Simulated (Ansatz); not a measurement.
The reference is GeO2 in the rutile structure (space group P4_2/mnm, No. 136; a = 4.488 Å, c = 2.905 Å).

The values are results of plane-wave PAW DFT at the PBE level (Ansatz, a program for electronic structure, 420 eV), spin-orbit coupling left out, earlier PAW set, not measurements.

Carriers are added at fixed cell with a uniform background; the Fermi–Dirac width is that of 300 K.

One change was made to it. Results:

```tsv
quantity	base	after
gap character	direct at Γ	direct at Γ
gap between the host's bands	1.22 eV	1.72 eV
Fermi level relative to the doped band's edge (positive inside the band; to 0.05 eV)	–	+0.80 eV
```

**Question.** Which of these changes matches the shifts?
(A) holes 3.0×10^21 cm⁻³
(B) electrons 3.0×10^21 cm⁻³
(C) holes 5.0×10^21 cm⁻³
(D) holes 2.0×10^22 cm⁻³

**Answer.** D, holes 2.0×10^22 cm⁻³. For comparison, the Fermi level from band edge in the other runs: holes 5.0×10^21 cm⁻³ gives +0.50 eV; electrons 3.0×10^21 cm⁻³ gives +1.90 eV; holes 3.0×10^21 cm⁻³ gives +0.40 eV.

Charged cell with a jellium background: band edges are those of the host's band count, energies are not comparable with the neutral cell, and many-body gap narrowing is missing. Whether these cells are dynamically stable was not tested.
